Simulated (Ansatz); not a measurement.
Before relaxation, (001) slab as cut from the bulk (WSe2, P-6m2 (No. 187), (0 0 1) face):

```
CELL_PARAMETERS angstrom
3.27025 0.00000 0.00000
-1.63513 2.83212 0.00000
0.00000 0.00000 44.97689
ATOMIC_POSITIONS crystal
Se 0.33333 0.66667 0.16675
Se 0.33333 0.66667 0.46281
W 0.00000 0.00000 0.50000
Se 0.33333 0.66667 0.53719
Se 0.33333 0.66667 0.83325
```

All numbers below come from Ansatz 0.2.0, DFT PBEsol, scalar-relativistic, plane waves, PAW. Settings: cutoff 420 eV, Γ-centred mesh 9×9×1 on the computed 5-atom cell, Gaussian smearing of 0.05 eV; no spin polarisation. The cell repeats along c with a dipole correction in the vacuum.

All atoms are free. The cell is fixed. Force threshold 0.02 eV/Å.

(1) Where does it end?

Spin–orbit coupling is left out, which can shift energies with elements as heavy as these.

Answers

(1) The energy changes by less than 0.001 eV in 2 steps, to:

```
CELL_PARAMETERS angstrom
3.27025 0.00000 0.00000
-1.63513 2.83212 0.00000
0.00000 0.00000 44.97689
ATOMIC_POSITIONS crystal
Se 0.33333 0.66667 0.16675
Se 0.33333 0.66667 0.46281
W 0.00000 0.00000 0.50000
Se 0.33333 0.66667 0.53719
Se 0.33333 0.66667 0.83325
```

The reference crystal is a form of WSe2, which isn't its usual structure.

Cost: 1 run of about 1.4 core-minutes, on Arm Neoverse V2 (shared hosts).